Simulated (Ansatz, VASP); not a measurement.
One calculation of P, two programs

```xyz
3
Lattice="3.3746 0.0000 0.0000 -1.6873 2.9225 0.0000 0.0000 0.0000 4.9155" Properties=species:S:1:pos:R:3 pbc="T T T"
P    -0.8437    1.4613    1.6385
P     0.8437    1.4613    3.2770
P     1.6873    0.0000    0.0000
```

Alike in both runs: functional PBE; k mesh 18 × 18 × 10; occupations gaussian, width 0.1 eV; no spin polarisation.

Ansatz relaxed the structure, and its values are those at the end. VASP's run is a single point on that final structure, the one shown.

```csv
,VASP,Ansatz
version,VASP 6.6.1,Ansatz 0.2.0
potentials or method,"VASP PAW PBE potentials, release 64 (P)","scalar-relativistic, plane waves, PAW"
plane-wave cutoff (eV),520,420
valence electrons in the cell,15,15
```

```csv
,VASP,Ansatz,Ansatz less VASP
gap on the k mesh at the Fermi level (eV),none,none,-
pressure (GPa),-0.2,0.0,+0.22
```

A gap of «none» marks a metal or a gap that the smearing closes. With one functional, cell and mesh, what is left measures potentials, basis and numerics.
